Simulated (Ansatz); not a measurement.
# CsBr: the cost of one run

Method: plane waves, PAW, in Ansatz 0.2.0.

The COD entry's cell or inner coordinates are ideal or old and differ from later refinements, so a difference from it is no clean test against experiment.

2 further runs of the same task are left out: 2 that didn't finish. Runs told in other sessions of the task aren't counted.

## Step 1: The starting structure

Symmetry: Pm-3m, No. 221, cubic system. The conventional cell has a = 4.320 Å, b = 4.320 Å, c = 4.320 Å, α = 90.00°, β = 90.00°, γ = 90.00°. Cs (site symmetry m-3m) has 8 Br at 3.74 Å in its first shell of neighbours. Around Br (site symmetry m-3m) lie 8 Cs at 3.74 Å.

Coordinates:

```
CELL_PARAMETERS angstrom
4.31960 0.00000 0.00000
0.00000 4.31960 0.00000
0.00000 0.00000 4.31960
ATOMIC_POSITIONS crystal
Cs 0.00000 0.00000 0.00000
Br 0.50000 0.50000 0.50000
```

Cell and atoms come from an earlier r2SCAN relaxation. No run includes spin-orbit coupling, which matters for Cs.

## Step 2: PBE, anion s p, 4×4×4

input.yaml reads:

```yaml
crystal:
  lattice:
    - [4.3196005605, 0.0, 0.0]
    - [0.0, 4.3196005605, 0.0]
    - [0.0, 0.0, 4.3196005605]
  atoms:
    - { symbol: Cs, position: [0.0, 0.0, 0.0] }
    - { symbol: Br, position: [0.5, 0.5, 0.5] }
kpoints:
  mp_grid: { grid: [6, 6, 6] }
  band_path:
    path:
      - [[0.0, 0.0, 0.0], [-2.552302291996e-51, 0.5, -1.116121118674e-68], [0.5, 0.5, -8.174069604978e-35], [0.0, 0.0, 0.0], [0.5, 0.5, 0.5], [-2.552302291996e-51, 0.5, -1.116121118674e-68]]
      - [[0.5, 0.5, 0.5], [0.5, 0.5, -8.174069604978e-35]]
    npoints: 10
hamiltonian:
  xc: pbe
scf:
  occupations: { method: fixed }
  n_extra_bands: 6
output:
  forces: false
  stress: false
  eigenvalues: true
  wannier:
    kmesh: [4, 4, 4]
    projections: [{ species: Br, l: s, shell: 4 }, { species: Br, l: p, shell: 4 }]
    minimise: true
    write_hr: true
    conv_tol: 1.0e-08
    max_iter: 3000
  write_density: true
  write_potential: true
  elf: true
  volumetric_format: npy
```

Started as:

```console
$ ansatz run input.yaml --threads 4 --pin off --max-ram 3686MiB --backend cpu --events-out ev --progress --plain --runs-dir out
```

**Question.** How long does this run take on 4 threads of Arm Neoverse V2, shared host, and how much memory does it need?

About 1.3 s, with a peak of 0.32 GiB.
